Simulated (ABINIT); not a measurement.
Crystal: BaTiO3.

```
Ba Ti O
1.0
     2.82737    1.63238    2.31839
    -2.82737    1.63238    2.31839
     0.00000   -3.26476    2.31839
Ba Ti O
1 1 3
Direct
  0.00000 0.00000 0.00000
  0.48450 0.48450 0.48450
  0.50860 0.01750 0.50860
  0.01750 0.50860 0.50860
  0.50860 0.50860 0.01750
```

```yaml
Program: ABINIT 10.8.3 (patched build)
Task: relaxation of cell and atoms
Functional: LDA
Potentials_or_basis: PseudoDojo NC SR LDA v0.4.1 standard
Cutoff: 1143 eV
k_mesh: 5 × 5 × 5
Occupations: fermi-dirac, width 0.05 eV
Spin: no spin polarisation
```

At the start: pressure -5.6 GPa; volume 12.84 Å³/atom.

**Question.** Where does the relaxation end?

**Answer.** Over 18 steps the energy falls by 9.6 meV/atom and the volume is 12.32 Å³/atom (-4.1 %); space group R3m (No. 160, to 0.05 Å).

Step by step:
```csv
step,energy change (eV),largest force (eV/Å),pressure (GPa),volume (Å³)
1,0.0000,0.1580,-5.63,64.20
2,-0.0290,0.1742,-2.68,63.10
3,-0.0394,0.3001,0.14,62.07
4,-0.0417,0.2704,0.36,61.92
5,-0.0470,0.1032,0.41,61.60
6,-0.0475,0.0606,0.09,61.65
7,-0.0476,0.0383,-0.07,61.68
8,-0.0478,0.0358,-0.16,61.68
9,-0.0479,0.0352,-0.16,61.66
10,-0.0480,0.0299,-0.07,61.63
11,-0.0481,0.0228,0.01,61.60
12,-0.0481,0.0153,0.05,61.59
13,-0.0481,0.0101,0.05,61.58
14,-0.0481,0.0054,0.02,61.59
15,-0.0481,0.0037,-0.01,61.59
16,-0.0481,0.0025,-0.02,61.59
17,-0.0481,0.0016,-0.01,61.59
18,-0.0481,0.0005,0.00,61.59
```

Final structure:
```
Ba Ti O
1.0
     2.79065    1.61118    2.28286
    -2.79065    1.61118    2.28286
     0.00000   -3.22237    2.28286
Ba Ti O
1 1 3
Direct
  0.99910 0.99910 0.99910
  0.48995 0.48995 0.48995
  0.50854 0.01306 0.50854
  0.01306 0.50854 0.50854
  0.50854 0.50854 0.01306
```

Caveat: this set's barium file shifts pressures by 1 GPa against other sets; this release of the barium file is off.
